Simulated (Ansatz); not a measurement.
# Mechanical response of HgS (F-43m)

```
CELL_PARAMETERS angstrom
0.00000 2.90597 2.90597
2.90597 0.00000 2.90597
2.90597 2.90597 0.00000
ATOMIC_POSITIONS crystal
Hg 0.00000 0.00000 0.00000
S 0.75000 0.75000 0.75000
```

Computed, not measured; unless marked otherwise by LDA, PAW on Ansatz 0.2.0's default frozen-core files (fitted under PBE), scalar-relativistic. k mesh 14×14×14, Fermi-Dirac smearing of 0.050 eV, cutoff 420 eV. The cell was relaxed by PAW under this functional.

The cell is cubic and carries a residual pressure of 0.00 GPa at this level. Each strain component that symmetry leaves independent is applied at ±0.003, the ions relax wherever a strain frees them, and the stress (tension positive, GPa) is read. Shears are engineering strains, γ = 2ε.

```tsv
strain	size	σxx	σyy	σzz	σyz	σxz	σxy
xx	-0.003	-0.2346	-0.1850	-0.1850	0.0000	0.0000	0.0000
xx	+0.003	0.2371	0.1856	0.1856	0.0000	0.0000	0.0000
yz	-0.003	0.0023	0.0025	0.0025	-0.0753	0.0000	0.0000
yz	+0.003	0.0023	0.0025	0.0025	0.0753	0.0000	0.0000
```

A central difference gives one constant, for example C11 ≈ (0.2371 − (-0.2346))/(0.006) = 78.6 GPa; the program then imposes the crystal's symmetry on the whole matrix.

(1) What are the independent elastic constants?

(2) Do they meet the Born conditions?

(3) What moduli does a random aggregate of grains have?

(4) With the density of 7.871 g/cm³, how fast does sound travel, and what Debye temperature follows?

(5) What happens at 30 GPa (cell relaxed there)?

## Answers

(1) C11 = 78.6, C12 = 61.8, C44 = 25.1 GPa.

(2) C11 − C12 = 16.9, C11 + 2C12 = 202.2 and C44 = 25.1 GPa must all be positive, so the crystal is elastically stable; that says nothing yet of its phonons.

(3) B = (C11 + 2C12)/3 = 67.4 GPa. G_V = (C11 − C12 + 3C44)/5 = 18.4 and G_R = 5(C11 − C12)C44/(4C44 + 3(C11 − C12)) = 14.0, so G_H = 16.2 GPa. Then E = 9BG/(3B + G) = 45.0 GPa, ν = (3B − 2G)/(6B + 2G) = 0.389 and B/G = 4.15, on the ductile side of Pugh's 1.75 (a rule of thumb).

(4) 

```json
{"direction": "[100]", "slow (m/s)": "1786", "middle (m/s)": "1786", "fast (m/s)": "3160"}
{"direction": "[110]", "slow (m/s)": "1035", "middle (m/s)": "1786", "fast (m/s)": "3479"}
{"direction": "[111]", "slow (m/s)": "1333", "middle (m/s)": "1333", "fast (m/s)": "3580"}
```

The mean of v⁻³ over directions and branches gives v_m = 1599 m/s and θ_D = (ħ/k_B) v_m (6π²n)^(1/3) = 164 K, n being atoms per volume. Young's modulus spans 24 to 67 GPa over directions, and the universal anisotropy index is 1.58.

(5) The volume falls to 0.7823 of its value, and C11 = 178.7, C12 = 202.2, C44 = -33.6 GPa (slopes of the stress), in this structure whether or not another phase takes over. The matrix has a negative eigenvalue there, so the lattice is mechanically unstable at that pressure.

Known limits: frozen-core PAW files fitted under PBE, their cores solved anew for the functional of the run; the gap is so small that the run used smearing, and responses move with mesh and smearing; no spin-orbit coupling on heavy atoms.
